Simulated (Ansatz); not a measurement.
Runs of Ansatz 0.2.0 on Si. Symmetry: P6/mmm, No. 191, hexagonal system. The conventional cell has a = 2.621 Å, b = 2.621 Å, c = 2.466 Å, α = 90.00°, β = 90.00°, γ = 120.00°. Around Si (site symmetry 6/mmm) lie 8 Si at 2.47 to 2.62 Å. This isn't the form of Si at room conditions, which is diamond.

```tsv
task	level	cell	smearing	points for each segment of the path	gap on the mesh (eV)	pressure (GPa)	relaxed volume (Å³/atom)
band structure	LDA	as given	fermi-dirac 0.05 eV	14	none	-1.0	-
band structure	PBE	as given	fermi-dirac 0.05 eV	14	none	3.1	-
relaxation of cell and atoms	LDA	relaxed	fermi-dirac 0.05 eV	-	none	0.0	14.52
band structure	PBEsol	as given	fermi-dirac 0.05 eV	14	none	0.5	-
single point	PBE	as given	gaussian 0.011 eV	-	none	3.1	-
relaxation of cell and atoms	PBE	relaxed	fermi-dirac 0.05 eV	-	none	0.0	(a)
```

Alike in all rows: potentials or basis Ansatz PAW; no spin polarisation; k mesh 12 × 12 × 11; cutoff (eV) 420.

Q: Fill in the values left out.

A: (a) 15.05.

Caveats: the PAW data sets come from PBE, with cores solved anew for the run's functional, which leaves a small shift of forces and pressure (some runs); the plane-wave basis is chosen anew once the cell has moved, so the energies of steps on either side of that aren't comparable (some runs).

A gap of «none» marks a metal or a gap under the smearing width.
